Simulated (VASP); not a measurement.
The system is GaAs.

```
Ga As
1.0
     0.00000    2.83140    2.83140
     2.83140    0.00000    2.83140
     2.83140    2.83140    0.00000
Ga As
1 1
Direct
  0.00000 0.00000 0.00000
  0.25000 0.25000 0.25000
```

Base run:

| Quantity | Value |
| --- | --- |
| Program | VASP 6.6.1 |
| Functional | r2SCAN |
| Potentials or basis | VASP PAW PBE potentials, release 64 (Ga_d, As) |
| Cutoff | 520 eV |
| k mesh | 10 × 10 × 10 |
| Occupations | gaussian, width 0.03 eV |
| Spin | no spin polarisation |

Its results: band gap on the k mesh 0.96 eV, direct; pressure 0.3 GPa.

Task: The run is repeated on the same cell with these changes: functional from r2SCAN to PBE. What comes out?

Result: Band gap on the k mesh 0.48 eV, direct; pressure 3.1 GPa.

r2SCAN gives the wider gap, since meta-GGAs in the generalised Kohn-Sham scheme recover part of the derivative discontinuity.

Caveats: the PAW data sets were made with another functional, which shifts forces and pressure a little (some runs).
